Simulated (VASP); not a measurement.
# TiCo (Pm-3m) in VASP: notebook

One crystal, TiCo, is run at these levels: PBEsol, LDA; tasks: relaxation of cell and atoms.

All numbers are computed with VASP 6.6.1; they aren't measurements. Logs are shortened: lines on timing, memory, paths and dates and some standing lists are left out, and cuts for length are marked.

## 1. The structure

The structure is cubic, space group Pm-3m (No. 221). The conventional cell has a = 2.986 Å, b = 2.986 Å, c = 2.986 Å, α = 90.00°, β = 90.00°, γ = 90.00°. Ti (site symmetry m-3m) has 8 Co at 2.59 Å as nearest neighbours. Around Co (site symmetry m-3m) lie 8 Ti at 2.59 Å.

The cell comes from a database or a generator and needn't be the stable form of this composition.

## 2. Relaxation of cell and atoms, PBEsol, collinear spin, ferromagnetic start

Input file INCAR:

```
PREC = Accurate
ENCUT = 600
EDIFF = 1E-7
ISMEAR = 0
SIGMA = 0.1
LREAL = F
LASPH = T
NELM = 120
ALGO = Normal
ISIF = 3
LWAVE = F
LCHARG = F
ISPIN = 2
MAGMOM = 0 2
LORBIT = 11
LMAXMIX = 4
GGA = PS
IBRION = 2
NSW = 90
EDIFFG = -0.005
```

Input file KPOINTS:

```
regular mesh
0
Gamma
  14 14 14
```

Input file POSCAR:

```
TiCo
1.0
    2.9861109900      0.0000000000      0.0000000000
    0.0000000000      2.9861109900      0.0000000000
    0.0000000000      0.0000000000      2.9861109900
Ti Co
1 1
Direct
    0.0000000000      0.0000000000      0.0000000000
    0.5000000000      0.5000000000      0.5000000000
```

Potentials or basis: VASP PAW PBE potentials, release 64 (Ti_sv, Co).

On the command line:

```sh
$ cat potpaw_PBE.64/Ti_sv/POTCAR potpaw_PBE.64/Co/POTCAR > POTCAR
$ mpirun -np 1 vasp_std > vasp.out
```

OUTCAR:

```text
PREC = Accurate
   ENCUT = 600
   EDIFF = 1E-7
   ISMEAR = 0
   LREAL = F
   LASPH = T
   NELM = 120
   ISIF = 3
   ISPIN = 2
   LORBIT = 11
   GGA = PS
   IBRION = 2
   NSW = 90
   EDIFFG = -0.005

 ion  position               nearest neighbor table
   1  0.000  0.000  0.000-   2 2.59   2 2.59   2 2.59   2 2.59   2 2.59   2 2.59   2 2.59   2 2.59

   2  0.500  0.500  0.500-   1 2.59   1 2.59   1 2.59   1 2.59   1 2.59   1 2.59   1 2.59   1 2.59

  LATTYP: Found a simple cubic cell.
 ALAT       =     2.9861109900

  Lattice vectors:

 A1 = (   2.9861109900,   0.0000000000,   0.0000000000)
 A2 = (   0.0000000000,   2.9861109900,   0.0000000000)
 A3 = (   0.0000000000,   0.0000000000,   2.9861109900)

Analysis of symmetry for initial positions (statically):
=====================================================================
 Subroutine PRICEL returns:
 Original cell was already a primitive cell.

 Routine SETGRP: Setting up the symmetry group for a
 simple cubic supercell.

 Subroutine GETGRP returns: Found 48 space group operations
 (whereof 48 operations were pure point group operations)
 out of a pool of 48 trial point group operations.

The static configuration has the point symmetry O_h .

Analysis of symmetry for dynamics (positions and initial velocities):
=====================================================================
 Subroutine PRICEL returns:
 Original cell was already a primitive cell.

 Routine SETGRP: Setting up the symmetry group for a
 simple cubic supercell.

 Subroutine GETGRP returns: Found 48 space group operations
 (whereof 48 operations were pure point group operations)
 out of a pool of 48 trial point group operations.

The dynamic configuration has the point symmetry O_h .

Analysis of structural, dynamic, and magnetic symmetry:
=====================================================================
 Subroutine PRICEL returns:
 Original cell was already a primitive cell.

 Routine SETGRP: Setting up the symmetry group for a
 simple cubic supercell.

 Subroutine GETGRP returns: Found 48 space group operations
 (whereof 48 operations were pure point group operations)
 out of a pool of 48 trial point group operations.

The overall configuration has the point symmetry O_h .

 Subroutine INISYM returns: Found 48 space group operations
 (whereof 48 operations are pure point group operations),
 and found     1 'primitive' translations

----------------------------------------------------------------------------------------

                                     Primitive cell

  volume of cell :      26.6267

  direct lattice vectors                    reciprocal lattice vectors
     2.986110990  0.000000000  0.000000000     0.334883735  0.000000000  0.000000000
     0.000000000  2.986110990  0.000000000     0.000000000  0.334883735  0.000000000
[... 102 lines left out ...]
   IALGO  =     38    algorithm
   IMIX   =      4    mixing-type and parameters
     AMIX     =   0.40;   BMIX     =  1.00
     AMIX_MAG =   1.60;   BMIX_MAG =  1.00
  volume/ion in A,a.u.               =      13.31        89.84
  Fermi-wavevector in a.u.,A,eV,Ry     =   1.512546  2.858298 31.127355  2.287796
  Thomas-Fermi vector in A             =   2.622456
   LORBIT       =     11    0 simple, 1 ext, 2 COOP (PROOUT), +10 PAW based schemes
   GGA     = PS    functional components
   LHFCALC =     F    Hartree Fock is set to
   AEXX    =    0.0000 exact exchange contribution
   IVDW    =     0    specifies the selected vdW correction
   LEPSILON=     F    determine dielectric tensor
   LRPA    =     F    only Hartree local field effects (RPA)
 conjugate gradient relaxation of ions
 spin polarized calculation
 Gauss-broadening in eV      SIGMA  =   0.10
  energy-cutoff  :      600.00
  volume of cell :       26.63
 maximum number of plane-waves:       912
 NGX is ok and might be reduce to    24
   NGX = 11   NGY = 11   NGZ = 11

--------------------------------------- Ionic step        1  -------------------------------------------

 number of electron      20.9999983 magnetization       0.7757679

 Free energy of the ion-electron system (eV)
  ---------------------------------------------------
  ext. energy  EPLUGINS =         0.00000000
  ---------------------------------------------------
  free energy    TOTEN  =       -16.87075020 eV

  energy without entropy =      -16.85849312  energy(sigma->0) =      -16.86462166

 E-fermi :   9.7724     XC(G=0): -12.7327

 val. band max:        9.7713967000   @ k =   0.2857   0.0714   0.0714
 cond. band min:       9.7743442123   @ k =   0.3571   0.1429   0.0714
 fundamental gap:      0.0029475123
 Fermi energy:         9.7724065744

 spin component 1

 k-point     1 :       0.0000    0.0000    0.0000
  band No.  band energies     occupation
      1     -47.1476      1.00000
      2     -23.3396      1.00000
      3     -23.3396      1.00000
      4     -23.3396      1.00000
      5       2.0617      1.00000
      6       5.6601      1.00000
      7       5.6601      1.00000
      8       7.9575      1.00000
      9       7.9575      1.00000
     10       7.9575      1.00000
     11      10.2866      0.00000
     12      10.2866      0.00000
[... 924 lines left out ...]
--------------------------------------- Ionic step        3  -------------------------------------------

 number of electron      21.0000008 magnetization       0.5657500

 Free energy of the ion-electron system (eV)
  ---------------------------------------------------
  ext. energy  EPLUGINS =         0.00000000
  ---------------------------------------------------
  free energy    TOTEN  =       -16.90745657 eV

  energy without entropy =      -16.89588966  energy(sigma->0) =      -16.90167311

 E-fermi :  10.4654     XC(G=0): -13.0133

 val. band max:       10.4650193655   @ k =   0.5000   0.3571   0.1429
 cond. band min:      10.4657819059   @ k =   0.4286   0.3571   0.2143
 fundamental gap:      0.0007625404
 Fermi energy:        10.4653624565

 spin component 1

 k-point     1 :       0.0000    0.0000    0.0000
  band No.  band energies     occupation
      1     -46.4078      1.00000
      2     -22.5829      1.00000
      3     -22.5829      1.00000
      4     -22.5829      1.00000
      5       2.5354      1.00000
      6       6.1750      1.00000
      7       6.1750      1.00000
      8       8.6608      1.00000
      9       8.6608      1.00000
     10       8.6608      1.00000
     11      11.0762      0.00000
     12      11.0762      0.00000
[... 882 lines left out ...]
  FREE ENERGIE OF THE ION-ELECTRON SYSTEM (eV)
  ---------------------------------------------------
  free  energy   TOTEN  =       -16.9074565691 eV

  energy  without entropy=      -16.8958896608  energy(sigma->0) =      -16.90167311

 reached required accuracy - stopping structural energy minimisation

 total charge

# of ion       s       p       d       tot
------------------------------------------
    1        2.260   6.199   1.904  10.364
    2        0.544   0.482   7.359   8.385
--------------------------------------------------
tot          2.804   6.681   9.263  18.748

 magnetization (x)

# of ion       s       p       d       tot
------------------------------------------
    1       -0.002  -0.007   0.000  -0.009
    2        0.022  -0.002   0.576   0.596
--------------------------------------------------
tot          0.020  -0.009   0.576   0.587
```

OSZICAR:

```text
N       E                     dE             d eps       ncg     rms          rms(c)
DAV:   1     0.159411413742E+03    0.15941E+03   -0.11443E+04  7208   0.195E+03
DAV:   2    -0.100489638510E+02   -0.16946E+03   -0.16609E+03  7466   0.405E+02
[... 44 lines left out ...]
DAV:  10    -0.169075213689E+02   -0.49674E-03   -0.61414E-03 10548   0.833E-01    0.145E-01
DAV:  11    -0.169074762703E+02    0.45099E-04   -0.32658E-04  9411   0.174E-01    0.832E-02
DAV:  12    -0.169074582427E+02    0.18028E-04   -0.24760E-04 10216   0.142E-01    0.262E-02
DAV:  13    -0.169074535239E+02    0.47187E-05   -0.58890E-05  9324   0.913E-02    0.113E-02
DAV:  14    -0.169074563281E+02   -0.28042E-05   -0.23757E-05  9931   0.589E-02    0.237E-03
DAV:  15    -0.169074564969E+02   -0.16874E-06   -0.71359E-07  8002   0.667E-03    0.204E-03
DAV:  16    -0.169074565691E+02   -0.72189E-07   -0.55234E-07  7046   0.840E-03
   3 F= -.16907457E+02 E0= -.16901673E+02  d E =-.367064E-01  mag=     0.5657
```

CONTCAR:

```text
TiCo
   1.00000000000000
     2.9351005336148397   -0.0000000000000000   -0.0000000000000000
     0.0000000000000000    2.9351005336148397    0.0000000000000000
    -0.0000000000000000    0.0000000000000000    2.9351005336148397
  Ti              Co
     1     1
Direct
     0.0000000000000000    0.0000000000000000    0.0000000000000000
     0.5000000000000000    0.5000000000000000    0.5000000000000000

  0.00000000E+00  0.00000000E+00  0.00000000E+00
  0.00000000E+00  0.00000000E+00  0.00000000E+00
```

Run time: 4.6 min. Hardware: 1 thread of Intel Xeon Platinum 8259CL at 2.50GHz (Skylake/Cascade Lake), shared host; peak memory 0.23 GiB.

What came out:

```yaml
Free_energy: -16.9075 eV
Relaxed_volume: 12.64 Å³/atom
Relaxed_cell: a = 2.935 Å, b = 2.935 Å, c = 2.935 Å, α = 90.00°, β = 90.00°, γ = 90.00°
Space_group_after_relaxing_to_0.05_Å: Pm-3m (No. 221)
Energy_gained_by_relaxing: 18.4 meV/atom
Ionic_steps: 3
Pressure_after_relaxing: -0.1 GPa
Band_gap_on_the_k_mesh: none (metal or under the smearing width)
Net_moment: 0.57 μB per cell
Site_moments: Ti -0.01; Co +0.60 μB
Valence_electrons_inside_the_program's_atomic_spheres: Ti 10.36; Co 8.38
```

Step by step:
```tsv
step	energy change (eV)	largest force (eV/Å)	pressure (GPa)	volume (Å³)
1	0.0000	0.0000	-8.20	26.63
2	-0.0017	0.0000	9.89	24.09
3	-0.0367	0.0000	-0.05	25.29
```

Final structure:
```yaml
crystal:
  lattice:
    - [2.93510, 0.00000, 0.00000]
    - [0.00000, 2.93510, 0.00000]
    - [0.00000, 0.00000, 2.93510]
  atoms:
    - { symbol: Ti, position: [0.00000, 0.00000, 0.00000] }
    - { symbol: Co, position: [0.50000, 0.50000, 0.50000] }
```

Caveat: the PAW data sets were made with another functional, which shifts forces and pressure a little.

## 3. Relaxation of cell and atoms, LDA, collinear spin, ferromagnetic start

Edit INCAR of step 2 so:

```diff
@@ -16,3 +16,3 @@
 LMAXMIX = 4
-GGA = PS
+GGA = CA
 IBRION = 2
```

KPOINTS is that of step 2.

POSCAR is that of step 2.

Potentials or basis: VASP PAW LDA potentials, release 64 (Ti_sv, Co).

On the command line:

```sh
$ cat potpaw_LDA.64/Ti_sv/POTCAR potpaw_LDA.64/Co/POTCAR > POTCAR
$ mpirun -np 1 vasp_std > vasp.out
```

Run time: 6.7 min. Hardware: 1 thread of Intel Xeon Platinum 8259CL at 2.50GHz (Skylake/Cascade Lake), shared host; peak memory 0.23 GiB.

The run converged. Its results:

| Quantity | Value |
| --- | --- |
| Free energy | -17.6028 eV |
| Relaxed volume | 12.20 Å³/atom |
| Relaxed cell | a = 2.900 Å, b = 2.900 Å, c = 2.900 Å, α = 90.00°, β = 90.00°, γ = 90.00° |
| Space group after relaxing (to 0.05 Å) | Pm-3m (No. 221) |
| Energy gained by relaxing | 56.9 meV/atom |
| Ionic steps | 7 |
| Pressure after relaxing | 0.0 GPa |
| Band gap on the k mesh | none (metal or under the smearing width) |
| Net moment | 0.00 μB per cell |
| Valence electrons inside the program's atomic spheres | Ti 10.44; Co 8.47 |

Step by step:
```tsv
step	energy change (eV)	largest force (eV/Å)	pressure (GPa)	volume (Å³)
1	0.0000	0.0000	-15.13	26.63
2	0.0590	0.0000	26.00	22.07
3	-0.1138	0.0000	-0.40	24.44
4	-0.1139	0.0000	-0.09	24.40
5	-0.1138	0.0000	0.29	24.36
6	-0.1139	0.0000	-0.26	24.43
7	-0.1139	0.0000	-0.05	24.40
```

Final structure:
```yaml
crystal:
  lattice:
    - [2.90031, 0.00000, 0.00000]
    - [0.00000, 2.90031, 0.00000]
    - [0.00000, 0.00000, 2.90031]
  atoms:
    - { symbol: Ti, position: [0.00000, 0.00000, 0.00000] }
    - { symbol: Co, position: [0.50000, 0.50000, 0.50000] }
```

Levels at points of the mesh, in eV from the Fermi level:
Spin up:
| k point | band 7 | band 8 | band 9 | band 10 | band 11 | band 12 | band 13 | band 14 |
| --- | --- | --- | --- | --- | --- | --- | --- | --- |
| (0.00, 0.00, 0.00) | -4.24 | -1.62 | -1.62 | -1.62 | 0.83 | 0.83 | 3.03 | 3.03 |
| (0.50, 0.00, 0.00) | -2.68 | -1.69 | -1.69 | -1.14 | -0.97 | 0.19 | 0.66 | 0.66 |
| (0.50, 0.50, 0.00) | -2.69 | -2.69 | -0.68 | -0.16 | 0.89 | 0.89 | 1.34 | 2.88 |
| (0.50, 0.50, 0.50) | -2.62 | -2.34 | -2.34 | -2.34 | -0.64 | -0.64 | 3.46 | 3.46 |
Spin down:
```tsv
k point	band 8	band 9	band 10	band 11	band 12	band 13
(0.00, 0.00, 0.00)	-1.62	-1.62	-1.62	0.83	0.83	3.03
(0.50, 0.00, 0.00)	-1.69	-1.69	-1.14	-0.97	0.19	0.66
(0.50, 0.50, 0.00)	-2.69	-0.68	-0.16	0.89	0.89	1.34
(0.50, 0.50, 0.50)	-2.34	-2.34	-2.34	-0.64	-0.64	3.46
```

Caveat: the starting moments collapsed, and a magnetic state may lie lower.
